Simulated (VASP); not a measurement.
# BN (Fmm2) in VASP: a series of runs

Runs on BN. Level: PBE. Tasks: single point.

All numbers are computed with VASP 6.6.1; they aren't measurements. Logs are shortened: lines on timing, memory, paths and dates and some standing lists are left out, and cuts for length are marked.

**1. The structure**

Symmetry: Fmm2, No. 42, orthorhombic system. The conventional cell has a = 2.503 Å, b = 6.991 Å, c = 4.332 Å, α = 90.00°, β = 90.00°, γ = 90.00°. Around N (site symmetry mm2) lie 3 B at 1.44 Å. B (site symmetry mm2) has 3 N at 1.44 Å as nearest neighbours.

Measurements of this composition are mostly on another form, of space group No. 194.

**2. Single point, PBE**

INCAR reads:

```
PREC = Normal
ENCUT = 460
EDIFF = 1E-7
ISMEAR = 0
SIGMA = 0.05
LREAL = False
LASPH = True
NELM = 100
ALGO = Normal
ISIF = 2
LWAVE = False
LCHARG = False
GGA = PE
ADDGRID = False
```

KPOINTS reads:

```
regular mesh
0
Gamma
  6 6 6
```

POSCAR reads:

```
BN
1.0
    0.0000000000      3.4953158300      2.1660912400
    1.2516321000      0.0000000000      2.1660912400
    1.2516321000      3.4953158300      0.0000000000
N B
1 1
Direct
    0.6666513400      0.6666513400      0.3333486600
    0.0000486500      0.0000486500      0.9999513500
```

Potentials or basis: VASP PAW PBE potentials, release 64 (N_s, B_s).

Started as:

```bash
cat potpaw_PBE.64/N_s/POTCAR potpaw_PBE.64/B_s/POTCAR > POTCAR
mpirun -np 1 vasp_std > vasp.out
```

OUTCAR:

```text
PREC = Normal
   ENCUT = 460
   EDIFF = 1E-7
   ISMEAR = 0
   LREAL = False
   LASPH = True
   NELM = 100
   ISIF = 2
   GGA = PE

 Found     46 irreducible k-points:

 Following reciprocal coordinates:
            Coordinates               Weight
  0.000000  0.000000  0.000000      1.000000
  0.166667  0.000000 -0.000000      8.000000
  0.333333  0.000000  0.000000      8.000000
  0.500000  0.000000  0.000000      4.000000
  0.166667  0.166667  0.000000      2.000000
  0.333333  0.166667  0.000000      8.000000
   k-points           NKPTS =     46   k-points in BZ     NKDIM =     46   number of bands    NBANDS=      8
   number of dos      NEDOS =    301   number of ions     NIONS =      2
   total plane-waves  NPLWV =   6720
   dimension x,y,z NGX =    24 NGY =   14 NGZ =   20
   dimension x,y,z NGXF=    48 NGYF=   28 NGZF=   40
   ions per type =               1   1
   NGX,Y,Z   is equivalent  to a cutoff of   9.70,  9.30,  8.96 a.u.
   NGXF,Y,Z  is equivalent  to a cutoff of  19.41, 18.61, 17.91 a.u.
 SYSTEM =  unknown system
   PREC   = normal    normal or accurate (medium, high low for compatibility)
   ISTART =      0    job   : 0-new  1-cont  2-samecut
   ICHARG =      2    charge: 1-file 2-atom 10-const
   ISPIN  =      1    spin polarized calculation?
   LNONCOLLINEAR =      F non collinear calculations
   LSORBIT =      F    spin-orbit coupling
   LASPH  =      T    aspherical Exc in radial PAW
   ENCUT  =  460.0 eV  33.81 Ry    5.81 a.u.   7.19  4.37  6.49*2*pi/ulx,y,z
   NELM   =    100;   NELMIN=  2; NELMDL= -5     # of ELM steps
   EDIFF  = 0.1E-06   stopping-criterion for ELM
   LREAL  =      F    real-space projection
   EDIFFG = 0.1E-05   stopping-criterion for IOM
   NSW    =      0    number of steps for IOM
   IBRION =     -1    ionic relax: 0-MD 1-quasi-New 2-CG
   NFREE  =      0    steps in history (QN), initial steepest desc. (CG)
   ISIF   =      2    stress and relaxation
   ISYM   =      2    0-nonsym 1-usesym 2-fastsym
   POTIM  = 0.5000    time-step for ionic-motion
   TEBEG  =    0.0;   TEEND  =   0.0 temperature during run
   PSTRESS=    0.0 pullay stress
   NELECT =       8.0000    total number of electrons
   NUPDOWN=      -1.0000    fix difference up-down
   EMIN   =  10.00;   EMAX   =-10.00  energy-range for DOS
   EFERMI =   0.00;   METHOD = LEGACY
   ISMEAR =     0;   SIGMA  =   0.05  broadening in eV -4-tet -1-fermi 0-gaus
   EFERMI_NEDOS =   21; number of points for ismear=-14 and -15
   IALGO  =     38    algorithm
   IMIX   =      4    mixing-type and parameters
     AMIX     =   0.40;   BMIX     =  1.00
     AMIX_MAG =   1.60;   BMIX_MAG =  1.00
  volume/ion in A,a.u.               =       9.48        63.95
  Fermi-wavevector in a.u.,A,eV,Ry     =   1.228047  2.320672 20.518928  1.508099
  Thomas-Fermi vector in A             =   2.362987
   LORBIT       =      0    0 simple, 1 ext, 2 COOP (PROOUT), +10 PAW based schemes
   GGA     = PE    functional components
   LHFCALC =     F    Hartree Fock is set to
   AEXX    =    0.0000 exact exchange contribution
   IVDW    =     0    specifies the selected vdW correction
   LEPSILON=     F    determine dielectric tensor
   LRPA    =     F    only Hartree local field effects (RPA)
 non-spin polarized calculation
 Gauss-broadening in eV      SIGMA  =   0.05
  energy-cutoff  :      460.00
  volume of cell :       18.95
 maximum number of plane-waves:       448
   NGX = 15   NGY =  9   NGZ = 13

 number of electron       8.0000000 magnetization

 Free energy of the ion-electron system (eV)
  ---------------------------------------------------
  ext. energy  EPLUGINS =         0.00000000
  ---------------------------------------------------
  free energy    TOTEN  =       -17.55658054 eV

  energy without entropy =      -17.55658054  energy(sigma->0) =      -17.55658054

 E-fermi :   3.4534     XC(G=0):  -9.6970

 val. band max:        3.1528358798   @ k =   0.5000  -0.3333   0.1667
 cond. band min:       7.0005855178   @ k =   0.0000   0.5000   0.5000
 fundamental gap:      3.8477496380
 Fermi energy:         3.4533764668

 k-point     1 :       0.0000    0.0000    0.0000
  band No.  band energies     occupation
      1     -14.7334      2.00000
      2      -1.3362      2.00000
      3       1.7162      2.00000
      4       1.7232      2.00000
      5       8.0101      0.00000
      6      14.6668      0.00000
      7      14.7260      0.00000
      8      16.1224      0.00000

 k-point     2 :       0.1667    0.0000   -0.0000
  band No.  band energies     occupation
      1     -14.1871      2.00000
      2      -0.8012      2.00000
      3      -0.2510      2.00000
      4       0.8250      2.00000
      5       9.1567      0.00000
      6      14.3203      0.00000
      7      14.5032      0.00000
      8      16.8867      0.00000

 k-point     3 :       0.3333    0.0000    0.0000
  band No.  band energies     occupation
      1     -12.7230      2.00000
      2      -3.8348      2.00000
      3      -0.5384      2.00000
      4       0.7598      2.00000
      5      10.0261      0.00000
      6      12.2233      0.00000
      7      14.5041      0.00000
      8      20.9537      0.00000

 k-point     4 :       0.5000    0.0000    0.0000
  band No.  band energies     occupation
      1     -11.5410      2.00000
      2      -5.8673      2.00000
      3      -1.0947      2.00000
      4       2.1387      2.00000
      5       7.7882      0.00000
      6      12.9847      0.00000
      7      16.4798      0.00000
      8      18.7651      0.00000

 k-point     5 :       0.1667    0.1667    0.0000
  band No.  band energies     occupation
      1     -14.1983      2.00000
      2      -0.6632      2.00000
      3      -0.2918      2.00000
      4       0.8307      2.00000
      5       8.9143      0.00000
      6      14.4738      0.00000
      7      14.5405      0.00000
      8      16.9352      0.00000

 k-point     6 :       0.3333    0.1667    0.0000
  band No.  band energies     occupation
      1     -13.1866      2.00000
      2      -2.4984      2.00000
      3      -0.8820      2.00000
      4       0.4786      2.00000
      5      10.6358      0.00000
      6      12.1000      0.00000
      7      15.5292      0.00000
      8      17.8579      0.00000

 [... further k-points ...]
[... 5 lines left out ...]
  --------------------------------------------------------------------------------------
  -------------------------------------------------------------------------------------
  Total        0.6270204      0.1626559      0.6324733      0.0000000      0.0000000      0.0000000
  in kB       53.0056789     13.7502475     53.4666441      0.0000000      0.0000000      0.0000000
  external PRESSURE =      40.0741902 kB  Pullay stress =       0.0000000 kB

 VOLUME and BASIS-vectors are now :
 -----------------------------------------------------------------------------
  energy-cutoff  :      460.00
  volume of cell :       18.95
      direct lattice vectors                 reciprocal lattice vectors
     0.000000000  3.495315830  2.166091240    -0.399478409  0.143048590  0.230830535
     1.251632100  0.000000000  2.166091240     0.399478409 -0.143048590  0.230830535
     1.251632100  3.495315830  0.000000000     0.399478409  0.143048590 -0.230830535

 POSITION                                       TOTAL-FORCE (eV/Angst)
 -----------------------------------------------------------------------------------
      1.25163      3.49532      2.88806         0.000000      0.000000     -0.010037
      1.25163      3.49532      0.00021         0.000000      0.000000      0.010037
 -----------------------------------------------------------------------------------
    total drift:                               -0.000011      0.000009      0.000035

  FREE ENERGIE OF THE ION-ELECTRON SYSTEM (eV)
  ---------------------------------------------------
  free  energy   TOTEN  =       -17.5565805381 eV

  energy  without entropy=      -17.5565805381  energy(sigma->0) =      -17.55658054
```

It took 2.3 s on 1 thread of Intel Xeon 6975P-C (Granite Rapids), shared host; peak memory 0.12 GiB.

The run converged, but some of its settings lie outside the range that counts as converged, so its numbers aren't taken as properties of the crystal.

Results:

- Free energy: -17.5566 eV
- Pressure: 4.0 GPa
- Largest force: 0.010 eV/Å
- Band gap on the k mesh: 3.85 eV, indirect (least direct gap 4.56 eV)

Caveat: the k mesh is coarse (spacing up to 0.51 Å⁻¹), so the values aren't converged.

**3. Single point, PBE**

INCAR is that of step 2.

KPOINTS is that of step 2.

POSCAR reads:

```
BN
1.0
    0.0000000000      3.4953158300      2.1660912400
    1.2516321000      0.0000000000      2.1660912400
    1.2516321000      3.4953158300      0.0000000000
N B
1 1
Direct
    0.6643870000      0.6373240000      0.3259630000
   -0.0156690000     -0.0240960000      1.0349220000
```

Potentials or basis: VASP PAW PBE potentials, release 64 (N_s, B_s).

Started as:

```bash
cat potpaw_PBE.64/N_s/POTCAR potpaw_PBE.64/B_s/POTCAR > POTCAR
mpirun -np 1 vasp_std > vasp.out
```

Wall time 4.2 s (1 thread of Intel Xeon 6975P-C (Granite Rapids), shared host); peak memory 0.12 GiB.

These settings aren't checked as converged: the numbers below hold their error.

Results:

```
Free energy            : -17.4125 eV
Pressure               : 4.7 GPa
Largest force          : 2.753 eV/Å
Band gap on the k mesh : 3.71 eV, indirect (least direct gap 4.54 eV)
```

Caveat: the k mesh is coarse (spacing up to 0.51 Å⁻¹), so the values aren't converged.

[end of part 1 of 2]
